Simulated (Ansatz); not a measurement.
Ti:

```xyz
1
Lattice="0.0000 2.0300 2.0300 2.0300 0.0000 2.0300 2.0300 2.0300 0.0000" Properties=species:S:1:pos:R:3 pbc="T T T"
Ti    0.0000    0.0000    0.0000
```

This isn't the form of Ti at room conditions, which is hcp.

- Program: Ansatz 0.2.0
- Task: relaxation of cell and atoms
- Functional: RPBE
- Potentials or basis: Ansatz PAW
- Cutoff: 420 eV (not typed: the program's choice for these potentials)
- k mesh: 11 × 11 × 11
- Occupations: fermi-dirac, width 0.05 eV
- Spin: no spin polarisation

At the start: volume 16.73 Å³/atom.

Q: How do energy, volume and symmetry change on relaxing?

A: It ends after 5 steps and the volume is 17.91 Å³/atom (+7.0 %); space group Fm-3m (No. 225, to 0.05 Å).

The path:
```tsv
step	energy change (eV)	largest force (eV/Å)	volume (Å³)
1	0.0000	0.0000	16.73
2	-0.0143	0.0000	18.75
3	-0.0262	0.0000	17.97
4	-0.0262	0.0000	17.91
5	-0.0264	0.0000	17.91
```

Final structure:
```cif
data_structure
_symmetry_space_group_name_H-M 'P 1'
_symmetry_Int_Tables_number 1
_cell_length_a 2.9365
_cell_length_b 2.9365
_cell_length_c 2.9365
_cell_angle_alpha 60.000
_cell_angle_beta 60.000
_cell_angle_gamma 60.000
_cell_volume 17.91
loop_
_atom_site_label
_atom_site_type_symbol
_atom_site_fract_x
_atom_site_fract_y
_atom_site_fract_z
_atom_site_occupancy
Ti1 Ti 0.00000 0.00000 0.00000 1
```

Caveat: the plane-wave basis is chosen anew once the cell has moved, so the energies of steps on either side of that aren't comparable; the PAW data sets come from PBE, with cores solved anew for the run's functional, which leaves a small shift of forces and pressure.
